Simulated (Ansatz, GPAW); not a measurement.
This is a calculation of KBr for Ansatz 0.2.0. 

The input input.yaml:

```yaml
crystal:
  lattice:
    - [0.0, 3.3, 3.3]
    - [3.3, 0.0, 3.3]
    - [3.3, 3.3, 0.0]
  atoms:
    - { symbol: Br, position: [0.5, 0.5, 0.5] }
    - { symbol: K, position: [0.0, 0.0, 0.0] }
hamiltonian:
  xc: pbe
  pseudopotentials: { kind: paw }
kpoints:
  mp_grid: { grid: [7, 7, 7] }
scf:
  occupations: { method: gaussian, width: 0.05 }
output:
  forces: true
  stress: true
  eigenvalues: true
```

Potentials or basis: Ansatz PAW.

Launch:

```sh
$ ansatz run input.yaml --threads 2 --pin off --max-ram 5632MiB --backend cpu --events-out ev --progress --plain --runs-dir out
```

Problem. Translate it to GPAW 26.7.0 (ASE script). Potentials or basis there: GPAW PAW data sets (gpaw-data 1.2.1), cutoff 600 eV.

Solution. As run (cutoffs and basis follow the program's own potentials, and thresholds, step limits or extra output files can differ):

File run.py:

```python
from ase.dft.bandgap import bandgap
from ase.io import read, write
from ase.units import GPa
from gpaw import GPAW, PW

atoms = read('POSCAR')

calc = GPAW(mode=PW(600),
            xc='PBE',
            kpts={'size': (7, 7, 7), 'gamma': True},
            occupations={'name': 'methfessel-paxton', 'order': 0, 'width': 0.05},
            nbands=16,
            convergence={'density': 1e-05, 'energy': 1e-05},
            maxiter=150,
            txt='gpaw.txt')
atoms.calc = calc
energy = atoms.get_potential_energy()
forces = atoms.get_forces()
stress = atoms.get_stress()
calc.write('gs.gpw')
write('result.traj', atoms)
print(f'Energy: {energy:.6f} eV')
print('Forces (eV/A):')
print(forces.round(4))
print('Stress (GPa):', (stress / GPa).round(3))
print('Fermi level:', round(calc.get_fermi_level(), 4), 'eV')
print(f'Gap: {bandgap(calc)[0]:.4f} eV, direct: {bandgap(calc, direct=True)[0]:.4f} eV')
```

POSCAR

```
KBr
1.0
    0.0000000000      3.3000000000      3.3000000000
    3.3000000000      0.0000000000      3.3000000000
    3.3000000000      3.3000000000      0.0000000000
Br K
1 1
Direct
    0.5000000000      0.5000000000      0.5000000000
    0.0000000000      0.0000000000      0.0000000000
```

Potentials or basis: GPAW PAW data sets (gpaw-data 1.2.1), pw.

Command:

```sh
$ OMP_NUM_THREADS=1 python run.py
```

Both were run:

|  | Ansatz | GPAW |
| --- | --- | --- |
| Pressure | 0.7 GPa | 0.7 GPa |

Ansatz's pressure holds a Pulay term of +0.01 GPa for its cutoff of 420 eV, which the other run lacks.

Where Ansatz's input types no cutoff or centring, it takes its own default and a Γ-centred mesh.

Pressure is positive in compression.
